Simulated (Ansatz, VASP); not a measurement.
**Li2S: VASP beside Ansatz**

The input INCAR:

```
PREC = Accurate
ENCUT = 520
EDIFF = 1E-7
ISMEAR = 0
SIGMA = 0.1
LREAL = False
LASPH = True
NELM = 100
ALGO = Fast
ISIF = 2
LWAVE = False
LCHARG = True
GGA = PE
IVDW = 12
LELF = True
LVHAR = True
NBANDS = 13
```

The input KPOINTS:

```
regular mesh
0
Gamma
  6 6 6
```

The input POSCAR:

```
Li2S
1.0
    0.0000000000      2.8351678400      2.8351678400
    2.8351678400      0.0000000000      2.8351678400
    2.8351678400      2.8351678400      0.0000000000
Li S
2 1
Direct
    0.7500000000      0.7500000000      0.7500000000
    0.2500000000      0.2500000000      0.2500000000
    0.0000000000      0.0000000000      0.0000000000
```

Input for Ansatz:

```yaml
crystal:
  lattice:
    - [0.0, 2.83516784, 2.83516784]
    - [2.83516784, 0.0, 2.83516784]
    - [2.83516784, 2.83516784, 0.0]
  atoms:
    - { symbol: Li, position: [0.75, 0.75, 0.75] }
    - { symbol: Li, position: [0.25, 0.25, 0.25] }
    - { symbol: S, position: [0.0, 0.0, 0.0] }
basis:
  ecutwfc: 420
kpoints:
  mp_grid: { grid: [6, 6, 6] }
hamiltonian:
  xc: pbe
  dispersion: d3bj
  pseudopotentials: { kind: paw }
scf:
  occupations: { method: gaussian, width: 0.1 }
output:
  forces: true
  stress: true
  eigenvalues: true
```

The cell comes from a database or a generator and needn't be the stable form of this composition.

Alike in both runs: task single point; functional PBE; dispersion D3(BJ); k mesh 6 × 6 × 6; occupations gaussian, width 0.1 eV; no spin polarisation.

|  | VASP | Ansatz |
| --- | --- | --- |
| version | VASP 6.6.1 | Ansatz 0.2.0 |
| potentials or method | VASP PAW PBE potentials, release 64 (Li_sv, S) | scalar-relativistic, plane waves, PAW |
| plane-wave cutoff (eV) | 520 | 420 |
| valence electrons in the cell | 12 | 12 |

```tsv
	VASP	Ansatz	Ansatz less VASP
gap on the k mesh at the Fermi level (eV)	3.38	3.38	+0.003
least direct gap on the mesh (eV)	4.35	4.34	-0.010
```

 PBE gaps usually lie below the measured ones, often by a third to a half. A k mesh can miss the band edges.
